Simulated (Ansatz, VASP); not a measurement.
**KF in VASP and in Ansatz**

The input INCAR:

```
PREC = Accurate
ENCUT = 520
EDIFF = 1E-6
ISMEAR = 0
SIGMA = 0.1
LREAL = F
LASPH = T
NELM = 100
ALGO = Fast
ISIF = 2
LWAVE = F
LCHARG = T
GGA = PE
LELF = T
LVHAR = T
NBANDS = 15
```

The input KPOINTS:

```
Automatic mesh
0
Gamma
  6 6 6
```

Contents of POSCAR:

```
KF
1.0
    3.2589550000      0.0000000000      0.0000000000
    0.0000000000      3.2589550000      0.0000000000
    0.0000000000      0.0000000000      3.2589550000
K F
1 1
Direct
    0.0000000000      0.0000000000      0.0000000000
    0.5000000000      0.5000000000      0.5000000000
```

Input for Ansatz:

```yaml
crystal:
  lattice:
    - [3.258955, 0.0, 0.0]
    - [0.0, 3.258955, 0.0]
    - [0.0, 0.0, 3.258955]
  atoms:
    - { symbol: K, position: [0.0, 0.0, 0.0] }
    - { symbol: F, position: [0.5, 0.5, 0.5] }
basis:
  ecutwfc: 420
kpoints:
  mp_grid: { grid: [6, 6, 6] }
hamiltonian:
  xc: pbe
scf:
  occupations: { method: gaussian, width: 0.1 }
output:
  forces: true
  stress: true
  eigenvalues: true
```

The cell comes from a database or a generator and needn't be the stable form of this composition.

Alike in both runs: task single point; functional PBE; k mesh 6 × 6 × 6; occupations gaussian, width 0.1 eV; no spin polarisation.

```csv
,VASP,Ansatz
version,VASP 6.6.1,Ansatz 0.2.0
potentials or method,"VASP PAW PBE potentials, release 64 (K_sv, F)","scalar-relativistic, plane waves, PAW"
plane-wave cutoff (eV),520,420
valence electrons in the cell,16,16
```

VASP gave:

* gap on the k mesh at the Fermi level (eV): 6.26
* least direct gap on the mesh (eV): 6.31
* pressure (GPa): 0.0

Q: Which values does Ansatz return?

A: gap on the k mesh at the Fermi level (eV): 6.27; least direct gap on the mesh (eV): 6.32; pressure (GPa): 0.0.

With one functional, cell and mesh, what is left measures potentials, basis and numerics.

A k mesh can miss the band edges. PBE gaps usually lie below the measured ones, often by a third to a half.
